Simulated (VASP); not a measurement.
# SrTiO3 (P4/mmm) in VASP: a series of runs

One crystal, SrTiO3, is run at these levels: PBE, LDA; tasks: band structure.

Everything below comes from runs of VASP 6.6.1. Logs are shortened: lines on timing, memory, paths and dates and some standing lists are left out, and cuts for length are marked.

### Step 1. Starting point

The structure is tetragonal, space group P4/mmm (No. 123). The conventional cell has a = 3.913 Å, b = 3.913 Å, c = 3.996 Å, α = 90.00°, β = 90.00°, γ = 90.00°. Sr (site symmetry 4/mmm) has 12 O at 2.77 to 2.80 Å as nearest neighbours. Ti (site symmetry 4/mmm) has 6 O at 1.96 to 2.00 Å as nearest neighbours. O (site symmetry 4/mmm) has 2 Ti at 2.00 Å as nearest neighbours. O (site symmetry mmm) has 2 Ti at 1.96 Å as nearest neighbours.

The cell was built by a generator and isn't the measured one.

### Step 2. Band structure, PBE

Input file INCAR:

```
  ALGO = Normal
  EDIFF = 1E-6
  ENCUT = 520
  GGA = PE
  ISIF = 2
  ISMEAR = 0
  LASPH = T
  LCHARG = F
  LMAXMIX = 4
  LREAL = F
  LWAVE = F
  NBANDS = 28
  NELM = 60
  PREC = Accurate
  SIGMA = 0.02
```

Input file KPOINTS:

```
k-points
0
Gamma
  8 8 8
```

Input file POSCAR:

```
SrTiO3                                  
1.0
    3.9127013100      0.0000000000      0.0000000000
    0.0000000000      3.9127013100      0.0000000000
    0.0000000000      0.0000000000      3.9961065944
  Sr              Ti              O             
     1     1     3
Direct
     0.0000000000000000    0.0000000000000000    0.0000000000000000
     0.5000000000000000    0.5000000000000000    0.5000000000000000
     0.5000000000000000    0.5000000000000000    0.0000000000000000
     0.5000000000000000    0.0000000000000000    0.5000000000000000
     0.0000000000000000    0.5000000000000000    0.5000000000000000
```

Input file KPOINTS_OPT:

```
path GXMGRX,MR
15
line-mode
reciprocal
 0.0000000000  0.0000000000  0.0000000000  G
 0.0000000000  0.5000000000  0.0000000000  X

 0.0000000000  0.5000000000  0.0000000000  X
 0.5000000000  0.5000000000  0.0000000000  M

 0.5000000000  0.5000000000  0.0000000000  M
 0.0000000000  0.0000000000  0.0000000000  G

 0.0000000000  0.0000000000  0.0000000000  G
 0.5000000000  0.5000000000  0.5000000000  R

 0.5000000000  0.5000000000  0.5000000000  R
 0.0000000000  0.5000000000  0.0000000000  X

 0.5000000000  0.5000000000  0.0000000000  M
 0.5000000000  0.5000000000  0.5000000000  R
```

Potentials or basis: VASP PAW PBE potentials, release 64 (Sr_sv, Ti_sv, O).

On the command line:

```
$ cat potpaw_PBE.64/Sr_sv/POTCAR potpaw_PBE.64/Ti_sv/POTCAR potpaw_PBE.64/O/POTCAR > POTCAR
$ mpirun -np 1 vasp_std > vasp.out
```

OUTCAR:

```text
EDIFF = 1E-6
   ENCUT = 520
   GGA = PE
   ISIF = 2
   ISMEAR = 0
   LASPH = T
   LREAL = F
   NELM = 60
   PREC = Accurate

 ion  position               nearest neighbor table
   1  0.000  0.000  0.000-   3 2.77   3 2.77   3 2.77   3 2.77   5 2.80   4 2.80   5 2.80   5 2.80
                             5 2.80   4 2.80   4 2.80   4 2.80   2 3.41   2 3.41   2 3.41   2 3.41
   2  0.500  0.500  0.500-   4 1.96   5 1.96   4 1.96   5 1.96   3 2.00   3 2.00   1 3.41   1 3.41
                             1 3.41   1 3.41   1 3.41   1 3.41   1 3.41   1 3.41
   3  0.500  0.500  0.000-   2 2.00   2 2.00   1 2.77   1 2.77   1 2.77   1 2.77
   4  0.500  0.000  0.500-   2 1.96   2 1.96   1 2.80   1 2.80   1 2.80   1 2.80
   5  0.000  0.500  0.500-   2 1.96   2 1.96   1 2.80   1 2.80   1 2.80   1 2.80

  LATTYP: Found a simple tetragonal cell.
 ALAT       =     3.9127013100
 C/A-ratio  =     1.0213165478

  Lattice vectors:

 A1 = (   3.9127013100,   0.0000000000,   0.0000000000)
 A2 = (   0.0000000000,   3.9127013100,   0.0000000000)
 A3 = (   0.0000000000,   0.0000000000,   3.9961065944)

Analysis of symmetry for initial positions (statically):
=====================================================================
 Subroutine PRICEL returns:
 Original cell was already a primitive cell.

 Routine SETGRP: Setting up the symmetry group for a
 simple tetragonal supercell.

 Subroutine GETGRP returns: Found 16 space group operations
 (whereof 16 operations were pure point group operations)
 out of a pool of 16 trial point group operations.

The static configuration has the point symmetry D_4h.

Analysis of symmetry for dynamics (positions and initial velocities):
=====================================================================
 Subroutine PRICEL returns:
 Original cell was already a primitive cell.

 Routine SETGRP: Setting up the symmetry group for a
 simple tetragonal supercell.

 Subroutine GETGRP returns: Found 16 space group operations
 (whereof 16 operations were pure point group operations)
 out of a pool of 16 trial point group operations.

The dynamic configuration has the point symmetry D_4h.

 Subroutine INISYM returns: Found 16 space group operations
 (whereof 16 operations are pure point group operations),
 and found     1 'primitive' translations

----------------------------------------------------------------------------------------

                                     Primitive cell

  volume of cell :      61.1773

  direct lattice vectors                    reciprocal lattice vectors
     3.912701310  0.000000000  0.000000000     0.255577904  0.000000000  0.000000000
     0.000000000  3.912701310  0.000000000     0.000000000  0.255577904  0.000000000
     0.000000000  0.000000000  3.996106594     0.000000000  0.000000000  0.250243575

  length of vectors
     3.912701310  3.912701310  3.996106594     0.255577904  0.255577904  0.250243575

  position of ions in fractional coordinates (direct lattice)
     0.000000000  0.000000000  0.000000000
     0.500000000  0.500000000  0.500000000
     0.500000000  0.500000000  0.000000000
     0.500000000  0.000000000  0.500000000
     0.000000000  0.500000000  0.500000000

  ion indices of the primitive-cell ions
   primitive index   ion index
                 1           1
                 2           2
                 3           3
                 4           4
                 5           5

----------------------------------------------------------------------------------------

 KPOINTS: k-points

Automatic generation of k-mesh.
 Grid dimensions read from file:
 generate k-points for:    8    8    8

 Generating k-lattice:

  Cartesian coordinates                     Fractional coordinates (reciprocal lattice)
     0.031947238  0.000000000  0.000000000     0.125000000  0.000000000  0.000000000
     0.000000000  0.031947238  0.000000000     0.000000000  0.125000000  0.000000000
     0.000000000  0.000000000  0.031280447     0.000000000  0.000000000  0.125000000

  Length of vectors
     0.031947238  0.031947238  0.031280447

  Shift w.r.t. Gamma in fractional coordinates (k-lattice)
     0.000000000  0.000000000  0.000000000

 Subroutine IBZKPT returns following result:
 ===========================================

 Found     75 irreducible k-points:

 Following reciprocal coordinates:
            Coordinates               Weight
  0.000000  0.000000  0.000000      1.000000
  0.125000  0.000000  0.000000      4.000000
  0.250000  0.000000  0.000000      4.000000
  0.375000  0.000000  0.000000      4.000000
  0.500000  0.000000  0.000000      2.000000
  0.125000  0.125000  0.000000      4.000000
[... 16 lines left out ...]
  0.375000  0.125000  0.125000     16.000000
  0.500000  0.125000  0.125000      8.000000
 [... further k-points ...]
   k-points           NKPTS =     75   k-points in BZ     NKDIM =     75   number of bands    NBANDS=     28
   number of dos      NEDOS =    301   number of ions     NIONS =      5
   total plane-waves  NPLWV =  27000
   dimension x,y,z NGX =    30 NGY =   30 NGZ =   30
   dimension x,y,z NGXF=    60 NGYF=   60 NGZF=   60
   ions per type =               1   1   3
   NGX,Y,Z   is equivalent  to a cutoff of  12.75, 12.75, 12.48 a.u.
   NGXF,Y,Z  is equivalent  to a cutoff of  25.49, 25.49, 24.96 a.u.
 SYSTEM =  unknown system
   PREC   = accura    normal or accurate (medium, high low for compatibility)
   ISTART =      0    job   : 0-new  1-cont  2-samecut
   ICHARG =      2    charge: 1-file 2-atom 10-const
   ISPIN  =      1    spin polarized calculation?
   LNONCOLLINEAR =      F non collinear calculations
   LSORBIT =      F    spin-orbit coupling
   LASPH  =      T    aspherical Exc in radial PAW
   ENCUT  =  520.0 eV  38.22 Ry    6.18 a.u.   7.28  7.28  7.43*2*pi/ulx,y,z
   NELM   =     60;   NELMIN=  2; NELMDL= -5     # of ELM steps
   EDIFF  = 0.1E-05   stopping-criterion for ELM
   LREAL  =      F    real-space projection
[... 7 lines left out ...]
   TEBEG  =    0.0;   TEEND  =   0.0 temperature during run
   PSTRESS=    0.0 pullay stress
   NELECT =      40.0000    total number of electrons
   NUPDOWN=      -1.0000    fix difference up-down
   EMIN   =  10.00;   EMAX   =-10.00  energy-range for DOS
   EFERMI =   0.00;   METHOD = LEGACY
   ISMEAR =     0;   SIGMA  =   0.02  broadening in eV -4-tet -1-fermi 0-gaus
   EFERMI_NEDOS =   21; number of points for ismear=-14 and -15
   IALGO  =     38    algorithm
   IMIX   =      4    mixing-type and parameters
     AMIX     =   0.40;   BMIX     =  1.00
     AMIX_MAG =   1.60;   BMIX_MAG =  1.00
  volume/ion in A,a.u.               =      12.24        82.57
  Fermi-wavevector in a.u.,A,eV,Ry     =   1.420904  2.685119 27.469722  2.018968
  Thomas-Fermi vector in A             =   2.541770
   LORBIT       =      0    0 simple, 1 ext, 2 COOP (PROOUT), +10 PAW based schemes
   GGA     = PE    functional components
   LHFCALC =     F    Hartree Fock is set to
   AEXX    =    0.0000 exact exchange contribution
   IVDW    =     0    specifies the selected vdW correction
   LEPSILON=     F    determine dielectric tensor
   LRPA    =     F    only Hartree local field effects (RPA)
 non-spin polarized calculation
 Gauss-broadening in eV      SIGMA  =   0.02
  energy-cutoff  :      520.00
  volume of cell :       61.18
 maximum number of plane-waves:      1673
 NGX is ok and might be reduce to    30
   NGX = 15   NGY = 15   NGZ = 15

 number of electron      39.9999994 magnetization

 Free energy of the ion-electron system (eV)
  ---------------------------------------------------
  ext. energy  EPLUGINS =         0.00000000
  ---------------------------------------------------
  free energy    TOTEN  =       -40.09197356 eV

  energy without entropy =      -40.09197356  energy(sigma->0) =      -40.09197356

 E-fermi :   4.0810     XC(G=0): -11.1288

 val. band max:        3.9769389266   @ k =   0.5000   0.5000   0.5000
 cond. band min:       5.7398798746   @ k =   0.0000   0.0000   0.0000
 fundamental gap:      1.7629409481
 Fermi energy:         4.0810317944

 k-point     1 :       0.0000    0.0000    0.0000
  band No.  band energies     occupation
      1     -52.6291      2.00000
      2     -28.9268      2.00000
      3     -28.8626      2.00000
      4     -28.8626      2.00000
      5     -28.8513      2.00000
      6     -13.3922      2.00000
[... 20 lines left out ...]
     27       9.4129      0.00000
     28       9.9300      0.00000

 k-point     2 :       0.1250    0.0000    0.0000
  band No.  band energies     occupation
      1     -52.6289      2.00000
      2     -28.9443      2.00000
      3     -28.8622      2.00000
      4     -28.8519      2.00000
      5     -28.8509      2.00000
      6     -13.3892      2.00000
[... 20 lines left out ...]
     27       9.6832      0.00000
     28      10.3055      0.00000

 k-point     3 :       0.2500    0.0000    0.0000
  band No.  band energies     occupation
      1     -52.6283      2.00000
      2     -28.9780      2.00000
      3     -28.8613      2.00000
      4     -28.8499      2.00000
      5     -28.8345      2.00000
      6     -13.4357      2.00000
[... 20 lines left out ...]
     27      10.3366      0.00000
     28      11.3268      0.00000

 k-point     4 :       0.3750    0.0000    0.0000
  band No.  band energies     occupation
      1     -52.6278      2.00000
      2     -29.0071      2.00000
      3     -28.8603      2.00000
      4     -28.8490      2.00000
      5     -28.8214      2.00000
      6     -13.5297      2.00000
[... 578 lines left out ...]
     27      10.6893      0.00000
     28      11.3951      0.00000

 k-point    23 :       0.3750    0.1250    0.1250
  band No.  band energies     occupation
      1     -52.6274      2.00000
      2     -28.9925      2.00000
      3     -28.8723      2.00000
      4     -28.8589      2.00000
      5     -28.8260      2.00000
      6     -13.3826      2.00000
[... 20 lines left out ...]
     27      11.3288      0.00000
     28      12.1707      0.00000

 k-point    24 :       0.5000    0.1250    0.1250
  band No.  band energies     occupation
      1     -52.6272      2.00000
      2     -29.0019      2.00000
      3     -28.8697      2.00000
      4     -28.8559      2.00000
      5     -28.8282      2.00000
      6     -13.4127      2.00000
[... 20 lines left out ...]
     27      11.5863      0.00000
     28      12.3250      0.00000

 [... further k-points ...]
[... 5 lines left out ...]
  --------------------------------------------------------------------------------------
  -------------------------------------------------------------------------------------
  Total        0.6786475      0.6786475     -1.0042805      0.0000000      0.0000000      0.0000000
  in kB       17.7731488     17.7731488    -26.3011766      0.0000000      0.0000000      0.0000000
  external PRESSURE =       3.0817070 kB  Pullay stress =       0.0000000 kB

 VOLUME and BASIS-vectors are now :
 -----------------------------------------------------------------------------
  energy-cutoff  :      520.00
  volume of cell :       61.18
      direct lattice vectors                 reciprocal lattice vectors
     3.912701310  0.000000000  0.000000000     0.255577904  0.000000000  0.000000000
     0.000000000  3.912701310  0.000000000     0.000000000  0.255577904  0.000000000
     0.000000000  0.000000000  3.996106594     0.000000000  0.000000000  0.250243575

 POSITION                                       TOTAL-FORCE (eV/Angst)
 -----------------------------------------------------------------------------------
      0.00000      0.00000      0.00000         0.000000      0.000000      0.000000
      1.95635      1.95635      1.99805         0.000000      0.000000      0.000000
      1.95635      1.95635      0.00000         0.000000      0.000000      0.000000
      1.95635      0.00000      1.99805         0.000000      0.000000      0.000000
      0.00000      1.95635      1.99805         0.000000      0.000000      0.000000
 -----------------------------------------------------------------------------------
    total drift:                                0.000000      0.000000     -0.000000

  FREE ENERGIE OF THE ION-ELECTRON SYSTEM (eV)
  ---------------------------------------------------
  free  energy   TOTEN  =       -40.0919735603 eV

  energy  without entropy=      -40.0919735603  energy(sigma->0) =      -40.09197356
```

Wall time 2 min (1 thread of AMD EPYC 9R45 (Zen 5), shared host); peak memory 0.29 GiB.

Results:

```
Free energy             : -40.0920 eV
Pressure                : 0.3 GPa
Band gap on the k mesh  : 1.76 eV, indirect (least direct gap 2.16 eV)
Band gap along the path : 1.76 eV, indirect (least direct gap 2.16 eV)
```

Stress tensor (GPa, compression positive):
```
 1.78  0.00  0.00
 0.00  1.78  0.00
 0.00  0.00 -2.63
```

Levels at the corners of the path, in eV from the valence-band top:
```csv
point,band 16,band 17,band 18,band 19,band 20,band 21,band 22,band 23,band 24,band 25
Γ,-1.13,-1.13,-0.41,-0.40,-0.40,1.76,1.76,1.80,4.00,4.17
X,-2.41,-2.37,-1.94,-0.78,-0.76,1.93,3.67,3.68,4.05,6.26
X,-2.41,-2.37,-1.94,-0.78,-0.76,1.93,3.67,3.68,4.05,6.26
M,-2.88,-1.78,-1.50,-1.50,-0.08,3.68,3.68,4.14,4.88,7.78
M,-2.88,-1.78,-1.50,-1.50,-0.08,3.68,3.68,4.14,4.88,7.78
Γ,-1.13,-1.13,-0.41,-0.40,-0.40,1.76,1.76,1.80,4.00,4.17
Γ,-1.13,-1.13,-0.41,-0.40,-0.40,1.76,1.76,1.80,4.00,4.17
R,-3.64,-3.64,-0.05,-0.05,0.00,4.23,4.23,4.34,6.77,6.77
R,-3.64,-3.64,-0.05,-0.05,0.00,4.23,4.23,4.34,6.77,6.77
X,-2.41,-2.37,-1.94,-0.78,-0.76,1.93,3.67,3.68,4.05,6.26
M,-2.88,-1.78,-1.50,-1.50,-0.08,3.68,3.68,4.14,4.88,7.78
R,-3.64,-3.64,-0.05,-0.05,0.00,4.23,4.23,4.34,6.77,6.77
```

Expect the measured gap to be larger: semilocal functionals such as PBE lack the derivative discontinuity.

### Step 3. Band structure, PBE, non-collinear spin, zero start, spin-orbit coupling

Input file INCAR:

```
  ALGO = Normal
  EDIFF = 1E-6
  ENCUT = 520
  GGA = PE
  GGA_COMPAT = F
  ISIF = 2
  ISMEAR = 0
  LASPH = T
  LCHARG = F
  LMAXMIX = 4
  LORBIT = 11
  LREAL = F
  LSORBIT = T
  LWAVE = F
  MAGMOM = 0 0 0 0 0 0 0 0 0 0 0 0 0 0 0
  NBANDS = 55
  NELM = 60
  PREC = Accurate
  SIGMA = 0.02
```

KPOINTS is that of step 2.

POSCAR is that of step 2.

KPOINTS_OPT is that of step 2.

Potentials or basis: VASP PAW PBE potentials, release 64 (Sr_sv, Ti_sv, O).

On the command line:

```
$ cat potpaw_PBE.64/Sr_sv/POTCAR potpaw_PBE.64/Ti_sv/POTCAR potpaw_PBE.64/O/POTCAR > POTCAR
$ mpirun -np 1 vasp_ncl > vasp.out
```

Run time: 9.6 min. Hardware: 1 thread of AMD EPYC 9R45 (Zen 5), shared host; peak memory 0.7 GiB.

Results (log left out):

```yaml
Free_energy: -40.1838 eV
Pressure: 0.2 GPa
Net_moment: 0.00 μB per cell
Valence_electrons_inside_the_program's_atomic_spheres: Sr 8.00; Ti 10.26; O 5.03, 5.05
```

Stress tensor (GPa, compression positive):
```
 1.70  0.00  0.00
 0.00  1.70  0.00
 0.00  0.00 -2.71
```

Moments on the atoms (μB; x, y, z):
```
Sr  0.00 0.00 0.00
Ti  0.00 0.00 0.00
O   0.00 0.00 0.00
O   0.00 0.00 0.00
O   0.00 0.00 0.00
```

### Step 4. Band structure, LDA

This run uses another cell than the first one, of 10.92 Å³/atom, 0.892 times its volume.

POSCAR: that of step 3 with these lines changed.

```diff
@@ -2,5 +2,5 @@
 1.0
-    3.9127013100      0.0000000000      0.0000000000
-    0.0000000000      3.9127013100      0.0000000000
-    0.0000000000      0.0000000000      3.9961065944
+    4.0280833650      0.0000000000      0.0000000000
+    0.0000000000      4.0280833650      0.0000000000
+    0.0000000000      0.0000000000      3.3644237321
   Sr              Ti              O
```

Input file INCAR.step1:

```
PREC = Accurate
ENCUT = 220
EDIFF = 1E-6
ISMEAR = 0
SIGMA = 0.02
LREAL = False
LASPH = True
NELM = 80
ALGO = Fast
ISIF = 2
LWAVE = False
LCHARG = True
LMAXMIX = 4
NBANDS = 28
```

Input file KPOINTS.step1:

```
Automatic mesh
0
Gamma
  3 3 4
```

Input file INCAR.step2:

```
PREC = Accurate
ENCUT = 220
EDIFF = 1E-6
ISMEAR = 0
SIGMA = 0.05
LREAL = False
LASPH = True
NELM = 80
ALGO = Fast
ISIF = 2
LWAVE = False
LCHARG = False
LMAXMIX = 4
NBANDS = 28
ICHARG = 11
```

Input file KPOINTS.step2:

```
path GXMGZRAZ,XR,MA
15
line-mode
reciprocal
 0.0000000000  0.0000000000  0.0000000000  G
 0.0000000000  0.5000000000  0.0000000000  X

 0.0000000000  0.5000000000  0.0000000000  X
 0.5000000000  0.5000000000  0.0000000000  M

 0.5000000000  0.5000000000  0.0000000000  M
 0.0000000000  0.0000000000  0.0000000000  G

 0.0000000000  0.0000000000  0.0000000000  G
 0.0000000000  0.0000000000  0.5000000000  Z

 0.0000000000  0.0000000000  0.5000000000  Z
 0.0000000000  0.5000000000  0.5000000000  R

 0.0000000000  0.5000000000  0.5000000000  R
 0.5000000000  0.5000000000  0.5000000000  A

 0.5000000000  0.5000000000  0.5000000000  A
 0.0000000000  0.0000000000  0.5000000000  Z

 0.0000000000  0.5000000000  0.0000000000  X
 0.0000000000  0.5000000000  0.5000000000  R

 0.5000000000  0.5000000000  0.0000000000  M
 0.5000000000  0.5000000000  0.5000000000  A
```

Potentials or basis: VASP PAW LDA potentials, release 64 (Sr_sv, Ti_sv, O).

On the command line:

```
$ cat potpaw_LDA.64/Sr_sv/POTCAR potpaw_LDA.64/Ti_sv/POTCAR potpaw_LDA.64/O/POTCAR > POTCAR
$ cp INCAR.step1 INCAR
$ cp KPOINTS.step1 KPOINTS
$ mpirun -np 1 vasp_std > vasp.out
$ cp INCAR.step2 INCAR
$ cp KPOINTS.step2 KPOINTS
$ mpirun -np 1 vasp_std > vasp.out
```

Wall time 38 s (1 thread of Intel Xeon 6975P-C (Granite Rapids), shared host); peak memory 0.16 GiB.

The run converged, but a check on its numbers failed (symmetry, net force, bounds or a known fault of this set-up), so they aren't taken as properties of the crystal.

Caveat: the k mesh is coarse (spacing up to 0.52 Å⁻¹), so the values aren't converged; the cutoff lies under the usual one of these potentials, so the numbers hold a large basis-set error; the log is that of the step along the path at fixed density, whose energy, stress, charges and moments have no meaning; the cell as given lies far from equilibrium.
